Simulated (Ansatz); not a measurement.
# KMgF3: shifting one sublattice

Aim: for KMgF3, map the energy as every F atom is pushed off its site.

Method: DFT PBE, scalar-relativistic, plane waves, PAW, in Ansatz 0.2.0.

## 1. The starting structure

Symmetry: Pm-3m, No. 221, cubic system. The conventional cell has a = 3.986 Å, b = 3.986 Å, c = 3.986 Å, α = 90.00°, β = 90.00°, γ = 90.00°. K (site symmetry m-3m) is surrounded by 12 F at 2.82 Å. Mg (site symmetry m-3m) is surrounded by 6 F at 1.99 Å. F (site symmetry 4/mmm) has 2 Mg at 1.99 Å and 4 K at 2.82 Å in its first shell of neighbours.

Structure file:

```
K Mg F
1.0
     3.98590    0.00000    0.00000
     0.00000    3.98590    0.00000
     0.00000    0.00000    3.98590
K Mg F
1 1 3
Direct
  0.50000 0.50000 0.50000
  0.00000 0.00000 0.00000
  0.50000 0.00000 0.00000
  0.00000 0.50000 0.00000
  0.00000 0.00000 0.50000
```

No relaxation comes first: the listed cell is the starting point.

## 2. The undisturbed cell

Input file input.yaml:

```yaml
crystal:
  lattice:
    - [3.9859, 0.0, 0.0]
    - [0.0, 3.9859, 0.0]
    - [0.0, 0.0, 3.9859]
  atoms:
    - { symbol: K, position: [0.5, 0.5, 0.5] }
    - { symbol: Mg, position: [0.0, 0.0, 0.0] }
    - { symbol: F, position: [0.5, 0.0, 0.0] }
    - { symbol: F, position: [0.0, 0.5, 0.0] }
    - { symbol: F, position: [0.0, 0.0, 0.5] }
basis:
  ecutwfc: 420
kpoints:
  mp_grid: { grid: [6, 6, 6] }
hamiltonian:
  xc: pbe
scf:
  occupations: { method: gaussian, width: 0.05 }
output:
  forces: true
  stress: true
  eigenvalues: true
```

Run with:

```sh
ansatz run input.yaml --threads 1 --pin off --max-ram 2560MiB --backend cpu --events-out ev --progress --plain --runs-dir out
```

## 3. The scan: shifting one sublattice

Every F atom is moved by x along the Cartesian unit vector (0.000, -0.707, -0.707); the cell and all other atoms stay fixed. Forces below are components along that vector, summed over the moved atoms.

## 4. Point x = -0.500 Å

input.yaml: that of step 2 with these lines changed.

```diff
@@ -8,5 +8,5 @@
     - { symbol: Mg, position: [0.0, 0.0, 0.0] }
-    - { symbol: F, position: [0.5, 0.0, 0.0] }
-    - { symbol: F, position: [0.0, 0.5, 0.0] }
-    - { symbol: F, position: [0.0, 0.0, 0.5] }
+    - { symbol: F, position: [0.5, 0.0887010187, 0.0887010187] }
+    - { symbol: F, position: [0.0, 0.5887010187, 0.0887010187] }
+    - { symbol: F, position: [0.0, 0.0887010187, 0.5887010187] }
 basis:
```

## 5. At x = 0.375 Å

input.yaml: that of step 4 with these lines changed.

```diff
@@ -8,5 +8,5 @@
     - { symbol: Mg, position: [0.0, 0.0, 0.0] }
-    - { symbol: F, position: [0.5, 0.0887010187, 0.0887010187] }
-    - { symbol: F, position: [0.0, 0.5887010187, 0.0887010187] }
-    - { symbol: F, position: [0.0, 0.0887010187, 0.5887010187] }
+    - { symbol: F, position: [0.5, -0.0665257641, -0.0665257641] }
+    - { symbol: F, position: [0.0, 0.4334742359, -0.0665257641] }
+    - { symbol: F, position: [0.0, -0.0665257641, 0.4334742359] }
 basis:
```

## 6. At x = -0.250 Å

Input file input.yaml:

```yaml
crystal:
  lattice:
    - [3.9859, 0.0, 0.0]
    - [0.0, 3.9859, 0.0]
    - [0.0, 0.0, 3.9859]
  atoms:
    - { symbol: K, position: [0.5, 0.5, 0.5] }
    - { symbol: Mg, position: [0.0, 0.0, 0.0] }
    - { symbol: F, position: [0.5, 0.0443505094, 0.0443505094] }
    - { symbol: F, position: [0.0, 0.5443505094, 0.0443505094] }
    - { symbol: F, position: [0.0, 0.0443505094, 0.5443505094] }
basis:
  ecutwfc: 420
kpoints:
  mp_grid: { grid: [6, 6, 6] }
hamiltonian:
  xc: pbe
scf:
  occupations: { method: gaussian, width: 0.05 }
output:
  forces: true
  stress: true
  eigenvalues: true
```

## 7. Point x = 0.125 Å

input.yaml: that of step 6 with these lines changed.

```diff
@@ -8,5 +8,5 @@
     - { symbol: Mg, position: [0.0, 0.0, 0.0] }
-    - { symbol: F, position: [0.5, 0.0443505094, 0.0443505094] }
-    - { symbol: F, position: [0.0, 0.5443505094, 0.0443505094] }
-    - { symbol: F, position: [0.0, 0.0443505094, 0.5443505094] }
+    - { symbol: F, position: [0.5, -0.0221752547, -0.0221752547] }
+    - { symbol: F, position: [0.0, 0.4778247453, -0.0221752547] }
+    - { symbol: F, position: [0.0, -0.0221752547, 0.4778247453] }
 basis:
```

## 8. At x = 0.438 Å

Input file input.yaml:

```yaml
crystal:
  lattice:
    - [3.9859, 0.0, 0.0]
    - [0.0, 3.9859, 0.0]
    - [0.0, 0.0, 3.9859]
  atoms:
    - { symbol: K, position: [0.5, 0.5, 0.5] }
    - { symbol: Mg, position: [0.0, 0.0, 0.0] }
    - { symbol: F, position: [0.5, -0.0776133914, -0.0776133914] }
    - { symbol: F, position: [0.0, 0.4223866086, -0.0776133914] }
    - { symbol: F, position: [0.0, -0.0776133914, 0.4223866086] }
basis:
  ecutwfc: 420
kpoints:
  mp_grid: { grid: [6, 6, 6] }
hamiltonian:
  xc: pbe
scf:
  occupations: { method: gaussian, width: 0.05 }
output:
  forces: true
  stress: true
  eigenvalues: true
```

## 9. At x = 0.312 Å

Input file input.yaml:

```yaml
crystal:
  lattice:
    - [3.9859, 0.0, 0.0]
    - [0.0, 3.9859, 0.0]
    - [0.0, 0.0, 3.9859]
  atoms:
    - { symbol: K, position: [0.5, 0.5, 0.5] }
    - { symbol: Mg, position: [0.0, 0.0, 0.0] }
    - { symbol: F, position: [0.5, -0.0554381367, -0.0554381367] }
    - { symbol: F, position: [0.0, 0.4445618633, -0.0554381367] }
    - { symbol: F, position: [0.0, -0.0554381367, 0.4445618633] }
basis:
  ecutwfc: 420
kpoints:
  mp_grid: { grid: [6, 6, 6] }
hamiltonian:
  xc: pbe
scf:
  occupations: { method: gaussian, width: 0.05 }
output:
  forces: true
  stress: true
  eigenvalues: true
```

## 10. At x = 0.188 Å

input.yaml: that of step 9 with these lines changed.

```diff
@@ -8,5 +8,5 @@
     - { symbol: Mg, position: [0.0, 0.0, 0.0] }
-    - { symbol: F, position: [0.5, -0.0554381367, -0.0554381367] }
-    - { symbol: F, position: [0.0, 0.4445618633, -0.0554381367] }
-    - { symbol: F, position: [0.0, -0.0554381367, 0.4445618633] }
+    - { symbol: F, position: [0.5, -0.033262882, -0.033262882] }
+    - { symbol: F, position: [0.0, 0.466737118, -0.033262882] }
+    - { symbol: F, position: [0.0, -0.033262882, 0.466737118] }
 basis:
```

## 11. x = 0.062 Å

input.yaml: that of step 10 with these lines changed.

```diff
@@ -8,5 +8,5 @@
     - { symbol: Mg, position: [0.0, 0.0, 0.0] }
-    - { symbol: F, position: [0.5, -0.033262882, -0.033262882] }
-    - { symbol: F, position: [0.0, 0.466737118, -0.033262882] }
-    - { symbol: F, position: [0.0, -0.033262882, 0.466737118] }
+    - { symbol: F, position: [0.5, -0.0110876273, -0.0110876273] }
+    - { symbol: F, position: [0.0, 0.4889123727, -0.0110876273] }
+    - { symbol: F, position: [0.0, -0.0110876273, 0.4889123727] }
 basis:
```

(Steps that only read results are left out.)

**Question.** What will these runs give?

The runs gave:

| quantity | value |
| --- | --- |
| force constant along x, from the points at -0.250, 0 and 0.062 Å | 9.64 eV/Å² for the 3 moved atoms together |

What this shows: Near the site the force constant is 9.64 eV/Å² for the 3 atoms together, 3.21 on average. The step of 0.25 Å is wide, so anharmonic terms mix in. No sampled point lies below the undisturbed cell. The gap on the mesh stays between 7.19 and 7.33 eV.
